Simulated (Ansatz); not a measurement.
Runs of Ansatz 0.2.0 on TiAl. It takes space group P-6m2 (No. 187, hexagonal). The conventional cell has a = 2.867 Å, b = 2.867 Å, c = 4.678 Å, α = 90.00°, β = 90.00°, γ = 120.00°. Ti (site symmetry -6m2) has 6 Al at 2.87 Å and 6 Ti at 2.87 Å as nearest neighbours. Al (site symmetry -6m2) is surrounded by 6 Ti at 2.87 Å and 6 Al at 2.87 Å. The cell comes from a database or a generator and needn't be the stable form of this composition.

```tsv
level	gap on the mesh (eV)	pressure (GPa)	relaxed volume (Å³/atom)
PBEsol+D3(BJ)	none	0.0	15.55
PBEsol+D3(BJ)-ATM	none	0.0	(a)
PBEsol+D4	none	0.0	16.01
PBEsol	none	0.0	16.23
```

Alike in all rows: task relaxation of cell and atoms; potentials or basis Ansatz PAW; no spin polarisation; cell relaxed; k mesh 11 × 11 × 6; cutoff (eV) 420; smearing fermi-dirac 0.05 eV.

**Question.** Fill in the values left out.

**Answer.** (a) 15.66.

Caveats: the plane-wave basis is chosen anew once the cell has moved, so the energies of steps on either side of that aren't comparable; the PAW data sets come from PBE, with cores solved anew for the run's functional, which leaves a small shift of forces and pressure; pairwise dispersion overbinds metals, which lowers pressure and volume (some runs).

A gap of «none» marks a metal or a gap under the smearing width.
